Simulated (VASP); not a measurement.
**Ru: single point with r2SCAN**

The system is Ru.

```
Ru
1.0
     2.14245    1.23694    1.74929
    -2.14245    1.23694    1.74929
     0.00000   -2.47389    1.74929
Ru
2
Cartesian
  0.0000 0.0000 1.3119
  0.0000 0.0000 3.9359
```

The cell was built by a generator and needn't be a form met in nature.

```
Program             : VASP 6.6.1
Task                : single point
Functional          : r2SCAN
Potentials or basis : VASP PAW PBE potentials, release 64 (Ru_pv)
Cutoff              : 520 eV
k mesh              : 6 × 6 × 6
Occupations         : gaussian, width 0.1 eV
Spin                : no spin polarisation
```

```
Pressure               : 1.4 GPa
Band gap on the k mesh : none (metal or under the smearing width)
```

Levels at points of the mesh, in eV from the Fermi level:
```
           k point  band 11  band 12  band 13  band 14  band 15  band 16  band 17  band 18
(0.00, 0.00, 0.00)    -3.04    -3.04    -0.13    -0.13     1.79     1.79     1.79     8.38
(0.50, 0.00, 0.00)    -2.21    -2.21    -2.21    -2.21    -0.92    -0.92     1.90     1.90
(0.50, 0.50, 0.00)    -0.16    -0.16     0.36     0.36     1.16     1.16     2.43     2.43
(0.50, 0.50, 0.50)    -4.07    -4.07     0.45     0.45     0.45     0.45     8.38     8.38
```

Wall time 25 s on 1 thread of Intel(R) Xeon(R) 6975P-C (Granite Rapids) (shared host), peak memory 0.15 GiB.

Caveat: the PAW data sets were made with another functional, which shifts forces and pressure a little.
